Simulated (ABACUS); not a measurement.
PbSe (Clausthalite):

```
Pb Se
1.0
     0.00000    3.06065    3.06065
     3.06065    0.00000    3.06065
     3.06065    3.06065    0.00000
Pb Se
1 1
Cartesian
  0.0000 0.0000 0.0000
  3.0606 3.0606 3.0606
```

```yaml
Program: ABACUS 3.10.1
Task: relaxation of cell and atoms
Functional: BLYP
Potentials_or_basis: SPMS ONCV 1.0 PBE
Cutoff: 1184 eV
Density_cutoff: 4735 eV
Basis: plane waves
k_mesh: 6 × 6 × 6
Occupations: fermi-dirac, width 0.05 eV
Spin: no spin polarisation
```

At the start: pressure 5.2 GPa; volume 28.67 Å³/atom.

Task: Where does the relaxation end?

Result: Over 13 steps the energy falls by 44.7 meV/atom and the volume is 31.72 Å³/atom (+10.6 %); space group Fm-3m (No. 225, to 0.05 Å).

Step by step:
```csv
step,energy change (eV),largest force (eV/Å),pressure (GPa),volume (Å³)
1,0.0000,0.0000,5.18,57.34
2,-0.0238,0.0000,4.32,58.14
3,-0.0577,0.0000,2.86,59.66
4,-0.0833,0.0000,1.18,61.70
5,-0.0886,0.0000,-0.39,64.03
6,-0.0887,0.0000,-0.39,64.01
7,-0.0888,0.0000,-0.37,63.97
8,-0.0889,0.0000,-0.34,63.92
9,-0.0890,0.0000,-0.29,63.84
10,-0.0892,0.0000,-0.23,63.76
11,-0.0893,0.0000,-0.18,63.66
12,-0.0894,0.0000,-0.11,63.56
13,-0.0894,0.0000,-0.03,63.44
```

Final structure:
```yaml
crystal:
  lattice:
    - [0.00000, 3.16547, 3.16547]
    - [3.16547, 0.00000, 3.16547]
    - [3.16547, 3.16547, 0.00000]
  atoms:
    - { symbol: Pb, position: [0.00000, 0.00000, 0.00000] }
    - { symbol: Se, position: [0.50000, 0.50000, 0.50000] }
```

Caveat: the potentials were made for another functional, which shifts forces and pressure; the volume moved by +11 % from the deposited cell, more than functionals usually miss.
